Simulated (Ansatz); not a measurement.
A one-shot G0W0 calculation of a 3-atom cell of HfS₂ (P-3m1) from a materials database with Ansatz, at the level G0W0@r2SCAN with 497 empty bands, a screening cutoff of 220 eV and a 6×6×4 mesh. The cell was relaxed beforehand with r2SCAN+rVV10.

Input file:
```yaml
crystal:
  lattice:
    - [3.6302450488, 0.0, 0.0]
    - [-1.8151225244, 3.1438844342, 0.0]
    - [0.0, 0.0, 5.8787062851]
  atoms:
    - { symbol: Hf, position: [0.0, 0.0, 0.0] }
    - { symbol: S, position: [0.6666666667, 0.3333333333, 0.7553800774] }
    - { symbol: S, position: [0.3333333333, 0.6666666667, 0.2446199226] }
kpoints:
  mp_grid: { grid: [6, 6, 4] }
hamiltonian:
  xc: r2scan
scf:
  occupations: { method: fixed }
gw:
  n_empty_bands: 497
  ecut_chi: 220
  qp_bands: [v2, c2]
  qp_kpoints: band_edges
  screening: { model: contour_deformation }
```

**Question.** What wall time did it need on 1 × NVIDIA H100 80GB HBM3 with 2 threads of AMD EPYC 7R13 Processor (Zen 3), on a shared host, and how much host memory at the peak?

**Answer.** About 2 min, with a peak of 2.7 GiB.

The output, standing remarks left out:
```
Pseudopotential: Hf, paw, valence charge 26, recommended cutoff 500 eV (meta_gga)
Pseudopotential: S, paw, valence charge 6, recommended cutoff 500 eV (meta_gga)
Functional definition: r2SCAN
  parameter k0 = 0.174
  parameter k1 = 0.065
  parameter a1 = 4.9479
  exchange = r2scan_x(k0 = k0, k1 = k1, a1 = a1)
  correlation = r2scan_c
Crystal: 3 atoms, lattice volume = 67.094 Å³
Basis set: ecut = 500 eV, 1737 PW (Γ)
Bands: 23, of which v1, the nominal top of the filled ones, is band 19 counted from 1 (18 counted from 0)
Symmetry: 12 space group operations
Space group: P-3m1 (ITA 164)
k-points: 24 of 144
SCF converged after 8 iterations
Free energy (F): -17550.087993 eV
Fermi energy:    8.818462 eV
--- G₀W₀: contour deformation, 7 samples at zero and on the imaginary axis and 1 off it, 144 q-points, 497 empty bands' worth ---
    ik  band        ε_KS         Σx   Σc(E_QP)       V_xc       Z   E_QP_lin       E_QP  E_QP is
     0    18      8.6832   -18.7906     1.5475   -16.6603  0.7630     8.0951     8.1005  root
     0    19      8.8185   -18.4863     1.6124   -16.2837  0.7574     8.2223     8.2283  root
     0    20     11.0656   -10.8141    -4.8030   -15.9318  0.7664    11.3821    11.3803  root
     0    21     11.0656   -10.8141    -4.8030   -15.9318  0.7664    11.3821    11.3803  root
     1    18      8.6147   -18.7391     1.5726   -16.5823  0.7623     8.0250     8.0305  root
     1    19      8.6147   -18.7391     1.5726   -16.5823  0.7623     8.0250     8.0305  root
     1    20     11.0436   -10.7679    -4.7906   -15.8710  0.7668    11.3579    11.3561  root
     1    21     11.0436   -10.7679    -4.7906   -15.8710  0.7668    11.3579    11.3561  root
     2    18      8.5474   -18.6933     1.5991   -16.5081  0.7616     7.9557     7.9613  root
     2    19      8.5474   -18.6933     1.5991   -16.5081  0.7616     7.9557     7.9613  root
     2    20     11.0212   -10.7215    -4.7779   -15.8099  0.7673    11.3334    11.3317  root
     2    21     11.0212   -10.7215    -4.7779   -15.8099  0.7673    11.3334    11.3317  root
     3    18      8.0707   -18.3324     1.5796   -16.1767  0.7589     7.4887     7.4946  root
     3    19      8.7290   -18.4909     1.6589   -16.2504  0.7555     8.1415     8.1473  root
     3    20     10.9788   -10.5344    -4.5863   -15.3812  0.7673    11.2406    11.2394  root
     3    21     11.8325   -11.1701    -4.9914   -16.4498  0.7531    12.1228    12.1208  root
     4    18      8.1233   -18.3502     1.5485   -16.2264  0.7596     7.5423     7.5481  root
     4    19      8.3807   -18.3139     1.7449   -15.9768  0.7540     7.7819     7.7886  root
     4    20     10.9510   -10.4724    -4.6070   -15.3413  0.7680    11.2140    11.2128  root
     4    21     11.8241   -11.1808    -4.9618   -16.4277  0.7535    12.1111    12.1092  root
     5    18      7.7516   -17.9971     2.0082   -15.3779  0.7472     7.1316     7.1406  root
     5    19      8.0005   -18.2577     1.6046   -16.0725  0.7582     7.4137     7.4199  root
     5    20     10.9244   -10.4601    -4.5608   -15.2733  0.7692    11.1779    11.1768  root
     5    21     11.8354   -11.2049    -4.9818   -16.4746  0.7530    12.1255    12.1234  root
     7    18      7.4721   -18.4194     1.9489   -15.8573  0.7516     6.8509     6.8589  root
     7    19      7.7171   -17.9400     1.9419   -15.4102  0.7445     7.1211     7.1292  root
     7    20     10.5142   -10.2878    -4.2578   -14.7611  0.7712    10.7305    10.7298  root
     7    21     12.7448   -11.3461    -5.5449   -17.1980  0.7375    13.0547    13.0518  root
     8    18      7.6319   -18.5245     1.8759   -16.0391  0.7542     7.0148     7.0224  root
     8    19      8.1704   -18.4204     1.8259   -16.0016  0.7510     7.5706     7.5776  root
     8    20     10.4146   -10.0403    -4.3051   -14.5689  0.7732    10.6389    10.6381  root
     8    21     12.7583   -11.4077    -5.5083   -17.2253  0.7381    13.0704    13.0676  root
     9    18      7.6064   -18.5165     1.8907   -16.0140  0.7541     6.9870     6.9946  root
     9    19      7.8250   -18.2387     2.0085   -15.6230  0.7469     7.2095     7.2178  root
     9    20     10.4059   -10.0114    -4.2886   -14.5150  0.7742    10.6217    10.6210  root
     9    21     12.8231   -11.5231    -5.5865   -17.4147  0.7341    13.1311    13.1283  root
  […]
```

The points are ik 0 = (0, 0, 0) (Γ), ik 1 = (0, 0, 1/4), ik 2 = (0, 0, -1/2), ik 3 = (0, 1/6, 0), ik 4 = (0, 1/6, 1/4), ik 5 = (0, 1/6, -1/2), ik 7 = (0, 1/3, 0), ik 8 = (0, 1/3, 1/4), ik 9 = (0, 1/3, -1/2), ik 10 = (0, 1/3, -1/4), ik 11 = (0, -1/2, 0), ik 12 = (0, -1/2, 1/4); band 19 is the last filled one.

The quasiparticle gap on this mesh is 2.16 eV (Γ to k = (0, -1/2, -1/2)), against 1.36 eV from r2SCAN: +0.80 eV. Renormalisation factors Z lie between 0.73 and 0.77. No extrapolation in bands, cutoff or mesh was made for G0W0.

The values are computed, spin-unpolarised, and not measurements.

Spin-orbit coupling is left out, which matters wherever the heavy atoms make up the band edges.
